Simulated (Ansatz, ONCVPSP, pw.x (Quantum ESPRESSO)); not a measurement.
## What a changed setting does to a pw.x run (bcc Ti)

Potential: optimised norm-conserving Vanderbilt (ONCV), ONCVPSP 4.0.1, PBE; core [Ne], reference 3s2 3p6 3d2 4s1 4p1; waves: 3s+4s: rc 1.95 bohr, ncon 4, nbas 9, qcut 6.6 1/bohr, 2 projectors; 3p+4p: rc 2.15 bohr, ncon 4, nbas 7, qcut 6.7 1/bohr, 2 projectors; 3d: rc 2.60 bohr, ncon 4, nbas 8, qcut 6.8 1/bohr, 2 projectors, debl 3.3 Ha; local part: polynomial inside 1.10 bohr (lpopt 5, dvloc0 1 Ha); core correction: Teter function, fcfact 2.75, rcfact 1.4.

The reference run (k-mesh 14³, cutoffs 50/200 Ry, Fermi–Dirac 0.01 Ry, mixing_beta 0.4, conv_thr 1e-9, no spin) gives 1.50 GPa at 17.343 Å³/atom, where all-electron LAPW gives 0.23 GPa. This run, with its own iteration cap, changes degauss to 0.005.

```
&control
  calculation='scf', prefix='x', pseudo_dir='./', outdir='./tmp', tstress=.true., disk_io='none'
/
&system
  ibrav=0, nat=1, ntyp=1, ecutwfc=50, ecutrho=200, nbnd=14,
  occupations='smearing', smearing='fd', degauss=0.005
/
&electrons
  conv_thr=1e-09, mixing_beta=0.4, electron_maxstep=50
/
ATOMIC_SPECIES
Ti 1.0 Ti.UPF
CELL_PARAMETERS angstrom
  -1.63062743 1.63062743 1.63062743
  1.63062743 -1.63062743 1.63062743
  1.63062743 1.63062743 -1.63062743
ATOMIC_POSITIONS crystal
Ti 0.0000 0.0000 0.0000
K_POINTS automatic
14 14 14 0 0 0
```

```bash
pw.x < Ti.scf.in > Ti.scf.out
```

Task: How does the run end?

Result: It converges in 8 iterations; the free energy moves by +53.6 meV/atom and the pressure by -0.61 GPa. In a metal, with Fermi–Dirac smearing, F lies below its zero-width value by a term in the square of the width.

```
Message from routine setup:
     using ibrav=0 with symmetry is DISCOURAGED, use correct ibrav instead
     lattice parameter (alat)  =       5.3372  a.u.
     unit-cell volume          =     117.0364 (a.u.)^3
     number of electrons       =        12.00
     number of Kohn-Sham states=           14
     kinetic-energy cutoff     =      50.0000  Ry
     charge density cutoff     =     200.0000  Ry
     scf convergence threshold =      1.0E-09
     Exchange-correlation= PBE
     number of k points=   104  Fermi-Dirac smearing, width (Ry)=  0.0050
     iteration #  1     ecut=    50.00 Ry     beta= 0.40
     total energy              =    -117.16924432 Ry
     estimated scf accuracy    <       0.06067941 Ry
     iteration #  2     ecut=    50.00 Ry     beta= 0.40
     total energy              =    -117.17605691 Ry
     estimated scf accuracy    <       0.00221418 Ry
     iteration #  3     ecut=    50.00 Ry     beta= 0.40
     total energy              =    -117.17642680 Ry
     estimated scf accuracy    <       0.00011781 Ry
     iteration #  4     ecut=    50.00 Ry     beta= 0.40
     total energy              =    -117.17643635 Ry
     estimated scf accuracy    <       0.00001753 Ry
     iteration #  5     ecut=    50.00 Ry     beta= 0.40
     total energy              =    -117.17643716 Ry
     estimated scf accuracy    <       0.00000143 Ry
     iteration #  6     ecut=    50.00 Ry     beta= 0.40
     total energy              =    -117.17643734 Ry
     estimated scf accuracy    <       0.00000003 Ry
     iteration #  7     ecut=    50.00 Ry     beta= 0.40
     total energy              =    -117.17643734 Ry
     estimated scf accuracy    <          3.4E-09 Ry
     iteration #  8     ecut=    50.00 Ry     beta= 0.40
     the Fermi energy is    13.4528 ev
!    total energy              =    -117.17643734 Ry
     estimated scf accuracy    <          8.6E-11 Ry
     smearing contrib. (-TS)   =      -0.00268071 Ry
     The total energy is F=E-TS. E is the sum of the following terms:
     one-electron contribution =     -37.54397913 Ry
     hartree contribution      =      22.72270940 Ry
     xc contribution           =     -17.31923230 Ry
     ewald contribution        =     -85.03325460 Ry
     convergence has been achieved in   8 iterations
          total   stress  (Ry/bohr**3)                   (kbar)     P=        8.89
     Message from routine punch:
     Nothing written, as per user request (disk_io='none')
```

The run took about 17 s on one core of a shared host (Intel(R) Xeon(R) Processor @ 2.60GHz, 24 threads, 31 GiB, load 15).
